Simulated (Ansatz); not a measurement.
## Co in W(100), 2x2: scattering by a point defect

How strong a scatterer is Co in W(100), 2x2, and does relaxation matter?

Method: Ansatz plane-wave DFT, PBE, PAW files, collinear spin; ballistic transport by layer matching (Landauer), zero bias; PAW set soft_1, in the first sound run; inputs show where later runs differ, in Ansatz 0.2.0.

Most raw output is cut from this account.

### 1. The starting structure

The cell holds 72 atoms: 71 W and 1 Co. Its edges and angles: a = 6.330 Å, b = 6.330 Å, c = 28.483 Å, α = 90.0°, β = 90.0°, γ = 90.0°. It derives from W. Regions: lead, 40 atoms (40 W); scattering region, 32 atoms (31 W and 1 Co). The structure is stacked along c, and the current runs across the ab planes.

### 2. Transmission at ideal sites

The defect sits in one plane of the supercell, all atoms on ideal sites; the layers about the cell's end are the lead. The mesh across the current, 8×8, is finer than the density's, because channels open and close sharply across the zone. Energies from -0.1 to 0.1 eV in steps of 0.05 eV are too few for the program's thermal sum, so it prints no conductance; for a metal the transmission near the Fermi level serves, at a fraction of the cost.

input.yaml

```yaml
crystal:
  lattice:
    - [6.3296, 0.0, 0.0]
    - [0.0, 6.3296, 0.0]
    - [0.0, 0.0, 28.4832]
  atoms:
    - { symbol: W, position: [0.0, 0.0, 0.0277777778] }
    - { symbol: W, position: [0.0, 0.5, 0.0277777778] }
    - { symbol: W, position: [0.5, 0.0, 0.0277777778] }
    - { symbol: W, position: [0.5, 0.5, 0.0277777778] }
    - { symbol: W, position: [0.25, 0.25, 0.0833333333] }
    - { symbol: W, position: [0.25, 0.75, 0.0833333333] }
    - { symbol: W, position: [0.75, 0.25, 0.0833333333] }
    - { symbol: W, position: [0.75, 0.75, 0.0833333333] }
[... 60 atom lines left out ...]
    - { symbol: W, position: [0.25, 0.25, 0.9722222222] }
    - { symbol: W, position: [0.25, 0.75, 0.9722222222] }
    - { symbol: W, position: [0.75, 0.25, 0.9722222222] }
    - { symbol: W, position: [0.75, 0.75, 0.9722222222] }
magnetization:
  spin_polarized: true
kpoints:
  mp_grid: { grid: [4, 4, 1] }
hamiltonian:
  xc: pbe
  pseudopotentials: { kind: paw, azcp: { folder: soft_1 } }
scf:
  occupations: { method: fermi_dirac, width: 0.1 }
output:
  transmission: { leads: [[0, 4]], kmesh: [8, 8], e_range: [-0.1, 0.1], de: 0.05 }
  write_potential: true
  write_density: true
  volumetric_format: npy
  elf: true
```

Run with:

```bash
$ ansatz run input.yaml --threads 4 --pin off --max-ram 15360MiB --backend cpu --events-out ev --progress --plain --runs-dir out
```

Wall time 24 min (4 threads of Arm Neoverse V1, shared host); peak memory 9.1 GiB.

Numbers from this step:

```yaml
free_energy: -742525.6650 eV
energy_at_zero_smearing: -742525.0149 eV
fermi_energy: 22.27 eV
magnetization: 2.034 μB
absolute_magnetization: 2.457 μB
cell_area: 40.06 Å²
transmission_spin_up: 3.301
transmission_spin_down: 4.160
open_channels_spin_up: 5.281
open_channels_spin_down: 5.281
step_of_the_lead_s_potential: 1.5 meV
```

Per spin. The transmission, zone mean by energy, zero at the Fermi level:

```
energy (eV)  T up  T down
    -0.1000  3.24    3.94
    -0.0500  3.21    3.85
     0.0000  3.30    4.16
     0.0500  3.36    4.36
     0.1000  3.26    4.08
```

Per spin. Table of open channels, zone mean, lead up = lead down by energy, zero at the Fermi level:

```
energy (eV)  open channels, zone mean, lead up = lead down
    -0.1000                                           4.72
    -0.0500                                           4.66
     0.0000                                           5.28
     0.0500                                           5.66
     0.1000                                           5.53
```

Transmission over k1 and k2. At 0.0000 eV from the Fermi level, spin up.

Ten even steps from '_' (0.0) to '@' (11.8):
```
____....::....__
__..__::==::__..
....::##@@##::..
::::==@@@@@@==::
....::##@@##::..
__..__::==::__..
____....::....__
______..::..____
```
Columns: k1 (b1) from -0.5 to 0.375; rows upwards: k2 (b2) from -0.5 to 0.375.

Open channels over k1 and k2. At 0.0000 eV from the Fermi level, spin up.

Ten even steps from '0' (0.0) to '9' (14.0):
```
10223220
12155512
22599952
23599953
22599952
12155512
10223220
01122211
```
Columns: k1 (b1) from -0.5 to 0.375; rows upwards: k2 (b2) from -0.5 to 0.375.

Transmission over k1 and k2. At 0.0000 eV from the Fermi level, spin down.

Ten even steps from '0' (0.0) to '9' (12.5):
```
10222220
12134312
22389832
22499942
22389832
12134312
10222220
01122211
```
Columns: k1 (b1) from -0.5 to 0.375; rows upwards: k2 (b2) from -0.5 to 0.375.

Open channels over k1 and k2. At 0.0000 eV from the Fermi level, spin down.

Ten even steps from '0' (0.0) to '9' (14.0):
```
10223220
12155512
22599952
23599953
22599952
12155512
10223220
01122211
```
Columns: k1 (b1) from -0.5 to 0.375; rows upwards: k2 (b2) from -0.5 to 0.375.

Spin density in the ca plane at fractional y = 0.250, with atoms of W and Co within 0.2 Å of it.

Values in e/Å³, 9 rows by 16 columns, each cell a mean:
```
0.0 0.0 0.0 0.0 0.0 0.0 0.0 0.0 0.0 0.0 0.0 0.0 0.0 0.0 0.0 0.0
0.0 0.0 0.0 0.0 0.0 0.0 0.0 0.0 0.0 0.0 0.0 0.0 0.0 0.0 0.0 0.0
0.0 0.0 0.0 0.0 0.0 0.0 0.0 0.0 0.0 0.0 0.0 0.0 0.0 0.0 0.0 0.0
0.0 0.0 0.0 0.0 0.0 0.0 0.0 0.0 0.0 0.0 0.0 0.0 0.0 0.0 0.0 0.0
0.0 0.0 0.0 0.0 0.0 0.0 0.0 0.0 0.0 0.0 0.0 0.0 0.0 0.0 0.0 0.0
0.0 0.0 0.0 0.0 0.0 0.0 0.0 0.0 0.1 0.1 0.0 0.0 0.0 0.0 0.0 0.0
0.0 0.0 0.0 0.0 0.0 0.0 0.0 0.0 1.3 1.2 0.0 0.0 0.0 0.0 0.0 0.0
0.0 0.0 0.0 0.0 0.0 0.0 0.0 0.0 0.3 0.3 0.0 0.0 0.0 0.0 0.0 0.0
0.0 0.0 0.0 0.0 0.0 0.0 0.0 0.0 0.0 0.0 0.0 0.0 0.0 0.0 0.0 0.0
```
Columns run along c (16.0 Å, from fractional 0.22 to 0.78 of the cell), rows up along a (6.3 Å). Atoms in or near the plane, at fractional coordinates: W at (0.31, 0.25), W at (0.31, 0.75), W at (0.42, 0.25), W at (0.42, 0.75), Co at (0.53, 0.25), W at (0.53, 0.75), W at (0.64, 0.25), W at (0.64, 0.75), W at (0.75, 0.25), W at (0.75, 0.75).

Electrostatic potential energy in the ca plane at fractional y = 0.250, with atoms of W and Co within 0.2 Å of it. With pseudopotentials it is smooth inside the atoms' cores, unlike the true potential.

Values in eV, 9 rows by 16 columns, each cell a mean:
```
 21  22  13  20  22  14  18  23  16  16  23  18  14  22  20  13
 10  13 -20   3  18 -17  -5  21 -12 -11  21  -5 -17  18   2 -20
  7  11 -22  -1  17 -20  -8  20 -15 -15  20  -9 -20  17  -1 -22
 20  21   5  17  22   7  14  23  10  11  23  14   8  22  17   5
 23  23  21  22  23  21  22  23  23  23  23  22  21  23  22  21
 17  19  -6  12  21  -3   7  23   9   9  23   7  -2  21  12  -5
  5  10 -23  -3  16 -21 -10  22 -13 -13  22 -11 -21  16  -3 -23
 14  16 -13   8  20 -10   2  23   2   2  23   1 -10  20   8 -13
 22  22  19  22  23  19  21  23  23  23  23  21  19  23  22  19
```
Columns run along c (16.0 Å, from fractional 0.22 to 0.78 of the cell; values clipped at the 3rd and 97th percentile), rows up along a (6.3 Å). Atoms in or near the plane, at fractional coordinates: W at (0.31, 0.25), W at (0.31, 0.75), W at (0.42, 0.25), W at (0.42, 0.75), Co at (0.53, 0.25), W at (0.53, 0.75), W at (0.64, 0.25), W at (0.64, 0.75), W at (0.75, 0.25), W at (0.75, 0.75).

ELF in the ca plane at fractional y = 0.250, with atoms of W and Co within 0.2 Å of it. It is the smooth field of the valence electrons, not physical close to the nuclei.

Ten even steps from '0' (0.14) to '9' (0.72), each cell a mean:
```
55555421355555311455555211455555212455554213
24654222125653122135652111246642221246532221
32541588722532688623522788514524888325415887
60321752840412843821304825702306717503217528
60321753840412844821304835702305727503217538
32541588722532688623522778514523877325415887
24554212125653112135652111246642121246532121
55555421355455311455555211455555212555554213
65445543465456533565445434554466434554455435
35555200135554200245443101244553101355542001
23552355424642355324531011024532555235523554
51431776831422777821410365103315868514317768
60320741740312722820310598202206606503217418
51431686831422777821420365103315868514317768
23552355424642355324531011024532554235523554
35555200145554200245443101244553101355552001
65445543465456533565445434554466434554465435
```
Columns run along c (16.0 Å, from fractional 0.22 to 0.78 of the cell), rows up along a (6.3 Å). Atoms in or near the plane, at fractional coordinates: W at (0.31, 0.25), W at (0.31, 0.75), W at (0.42, 0.25), W at (0.42, 0.75), Co at (0.53, 0.25), W at (0.53, 0.75), W at (0.64, 0.25), W at (0.64, 0.75), W at (0.75, 0.25), W at (0.75, 0.75).

Nearest the Fermi level spin up passes 3.30 of 5.28 channels of the lower lead and spin down 4.16 of 5.28.

### 3. Resistance at ideal sites

This step: Ansatz plane-wave DFT, PBE, PAW files, collinear spin; ballistic transport by layer matching (Landauer), zero bias; area resistance of the defect plane and resistivity an atomic per cent; PAW set soft_1 (Ansatz 0.2.0).

This step gave:

```yaml
area_resistance: 0.3576 fΩ m²
t_over_the_leads_mean_channel_count: 0.7133
spin_asymmetry_gamma: -0.3789 (R down - R up) / (R down + R up)
resistivity_per_at_scaled_from_this_dense_plane_with_the_factor_3_over_4_for_isotropic_scattering: 6.781 µΩ cm
```

Averaged over the energies near the Fermi level, 71.3 % of the channels pass, which makes 0.358 fΩ m².

By hand, with means over the energies near the Fermi level: RA per spin = A (h/e²)(1/T − ½[1/N₁ + 1/N₂]); spin up: 40.06×10⁻²⁰ m² × 25 813 Ω × (1/3.292 − ½[1/5.198 + 1/5.198]) = 1.15 fΩ m²; spin down: 40.06×10⁻²⁰ m² × 25 813 Ω × (1/4.123 − ½[1/5.198 + 1/5.198]) = 0.519 fΩ m². The spins conduct in parallel, so 1/RA = 1/1.15 + 1/0.519 and RA = 0.358 fΩ m²; γ = (0.519 − 1.15)/(0.519 + 1.15) = -0.38.

### 4. Relaxing the neighbours

The neighbours of the defect are let go while the lead's layers stay on their sites, since a lead must repeat to 0.01 Å.

This step: Ansatz plane-wave DFT, PBE, PAW files, collinear spin; relaxation with the lead's layers held; PAW set soft_1 (Ansatz 0.2.0).

Changes to input.yaml since step 2:

```diff
@@ -87,7 +87,6 @@
   occupations: { method: fermi_dirac, width: 0.1 }
-output:
-  transmission: { leads: [[0, 4]], kmesh: [8, 8], e_range: [-0.1, 0.1], de: 0.05 }
-  write_potential: true
-  write_density: true
-  volumetric_format: npy
-  elf: true
+relax:
+  f_tol: 0.03
+  max_steps: 40
+  constraints:
+    - { sites: [0, 1, 2, 3, 4, 5, 6, 7, 8, 9, 10, 11, 12, 13, 14, 15, 16, 17, 18, 19, 52, 53, 54, 55, 56, 57, 58, 59, 60, 61, 62, 63, 64, 65, 66, 67, 68, 69, 70, 71] }
```

Wall time 52 min (4 threads); peak memory 8.7 GiB; 3.4 h of CPU time.

The steps of the relaxation:

```
step  energy less that of the first step (eV)  largest force component (eV/Å)
   1                                   0.0000                          0.5228
   2                                   0.3293                          1.1025
   3                                  -0.0386                          0.0501
   4                                  -0.0390                          0.0193
```

Relaxation step 2 was tried and not accepted.

The atoms that moved most (Å):

```
atom      dx      dy      dz  length
 W29   0.000   0.000   0.043   0.043
 W45   0.000   0.000  -0.036   0.036
 W36  -0.005  -0.005   0.017   0.019
 W35  -0.005   0.005   0.017   0.019
 W34   0.005  -0.005   0.017   0.019
 W33   0.005   0.005   0.017   0.019
 W31   0.000   0.000   0.018   0.018
 W30   0.000   0.000   0.018   0.018
```

Numbers from this step:

| Item | Value |
| --- | --- |
| free energy | -742525.7040 eV |
| energy at zero smearing | -742525.0539 eV |
| magnetization | 1.990 μB |
| absolute magnetization | 2.406 μB |

The largest force component on a free atom ends at 0.019 eV/Å, under the tolerance of 0.03, after 4 steps.

### 5. Transmission after relaxation, relaxed yes

The transmission is solved again on the relaxed atoms.

This step: Ansatz plane-wave DFT, PBE, PAW files, collinear spin; ballistic transport by layer matching (Landauer), zero bias; PAW set soft_1 (Ansatz 0.2.0).

input.yaml

```yaml
crystal:
  lattice:
    - [6.3296, 0.0, 0.0]
    - [0.0, 6.3296, 0.0]
    - [0.0, 0.0, 28.4832]
  atoms:
    - { symbol: W, position: [0.0, 0.0, 0.0277777778] }
    - { symbol: W, position: [0.0, 0.5, 0.0277777778] }
    - { symbol: W, position: [0.5, 0.0, 0.0277777778] }
    - { symbol: W, position: [0.5, 0.5, 0.0277777778] }
    - { symbol: W, position: [0.25, 0.25, 0.0833333333] }
    - { symbol: W, position: [0.25, 0.75, 0.0833333333] }
    - { symbol: W, position: [0.75, 0.25, 0.0833333333] }
    - { symbol: W, position: [0.75, 0.75, 0.0833333333] }
[... 60 atom lines left out ...]
    - { symbol: W, position: [0.25, 0.25, 0.9722222222] }
    - { symbol: W, position: [0.25, 0.75, 0.9722222222] }
    - { symbol: W, position: [0.75, 0.25, 0.9722222222] }
    - { symbol: W, position: [0.75, 0.75, 0.9722222222] }
magnetization:
  spin_polarized: true
kpoints:
  mp_grid: { grid: [4, 4, 1] }
hamiltonian:
  xc: pbe
  pseudopotentials: { kind: paw, azcp: { folder: soft_1 } }
scf:
  occupations: { method: fermi_dirac, width: 0.1 }
output:
  transmission: { leads: [[0, 4]], kmesh: [8, 8], e_range: [-0.05, 0.05], de: 0.05 }
  write_potential: true
  write_density: true
  volumetric_format: npy
```

Run time: 33 min. Hardware: 4 threads; peak memory 8.6 GiB; 2 h of CPU time.

Numbers from this step:

| Property | Result |
| --- | --- |
| transmission, spin up | 3.363 |
| transmission, spin down | 4.195 |
| step of the lead's potential | 2.1 meV |

Per spin. Table of transmission, zone mean by energy, zero at the Fermi level:

```
energy (eV)  T up  T down
    -0.0500  3.29    3.79
     0.0000  3.36    4.19
     0.0500  3.41    4.33
```

Nearest the Fermi level spin up passes 3.36 of 5.28 channels of the lower lead and spin down 4.19 of 5.28.

### 6. Resistance after relaxation

This step: Ansatz plane-wave DFT, PBE, PAW files, collinear spin; ballistic transport by layer matching (Landauer), zero bias; area resistance of the defect plane and resistivity an atomic per cent; PAW set soft_1 (Ansatz 0.2.0).

This step gave:

* area resistance: 0.3569 fΩ m²
* T over the leads' mean channel count: 0.7176
* spin asymmetry γ: -0.3464 (R down - R up) / (R down + R up)
* resistivity per at.% scaled from this dense plane, with the factor 3/4 for isotropic scattering: 6.766 µΩ cm

Averaged over the energies near the Fermi level, 71.8 % of the channels pass, which makes 0.357 fΩ m², against 0.358 on ideal sites.

### 7. What came out

```json
{
 "share of channels that pass, rigid": "0.713",
 "area resistance, rigid": "0.358 fΩ m²",
 "resistivity per at.% from the area resistance, times 3/4, rigid": "6.78 µΩ cm",
 "share of channels that pass, relaxed": "0.718",
 "area resistance, relaxed": "0.357 fΩ m²",
 "resistivity per at.% from the area resistance, times 3/4, relaxed": "6.77 µΩ cm"
}
```

In words: The plane of defects adds 0.36 fΩ m². Scaled to one atomic per cent that is 9.0 µΩ cm as it stands and 6.8 with the factor 3/4 for isotropic scattering on a spherical Fermi surface; with the reflection in place of the resistance taken as linear in the density it would be 4.9. These are rough estimates of the dilute value, not bounds. One Co in each 2x2 cell reflects 28 % of the lead's channels. The relaxed cell differs by -0.21 % in resistance; between the two runs the lead's own channel count goes from 10.4 to 10.4, so the change comes from the moved atoms. The defect scatters spin up more strongly (asymmetry -0.35). The defects form a dense periodic sheet that scatters coherently, unlike a dilute random alloy. T and N are means over the solved energies nearest the Fermi level. Spin-orbit coupling is left out, which matters for W. One magnetic start was tried, and the two spins conduct in parallel without mixing.

[Logs are printed without paths, hosts, clocks, repeated set-up lines and the standing remarks that a program may print on its own settings, such as how far it seeks lower states.]

[Hosts, paths, dates, database ids (printed as entryN), source tags and the programs' standing remarks are cut or masked in the printed files.]
